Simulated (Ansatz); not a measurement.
Crystal: CsSnI3.

```
Cs I Sn
1.0
     6.20570    0.00000    0.00000
     0.00000    6.20570    0.00000
     0.00000    0.00000    6.20570
Cs I Sn
1 3 1
Direct
  0.00000 0.00000 0.00000
  0.50000 0.50000 0.00000
  0.50000 0.00000 0.50000
  0.00000 0.50000 0.50000
  0.50000 0.50000 0.50000
```

Program: Ansatz 0.2.0. Alike in all runs: task band structure; potentials or basis Ansatz PAW; no spin polarisation; cell as given; k mesh 5 × 5 × 5; smearing fermi-dirac 0.05 eV.

Question: Order these runs on this cell by their pressure, lowest first.
A. level LDA; cutoff (eV) 420
B. level r2SCAN; cutoff (eV) 500
C. level RPBE; cutoff (eV) 420

Answer: A (-1.6 GPa), B (0.0 GPa), C (1.6 GPa).

Caveats: the cell was measured hot, at 500 K; the PAW data sets come from PBE, with cores solved anew for the run's functional, which leaves a small shift of forces and pressure.

Runs at the PBE level aren't shown here.
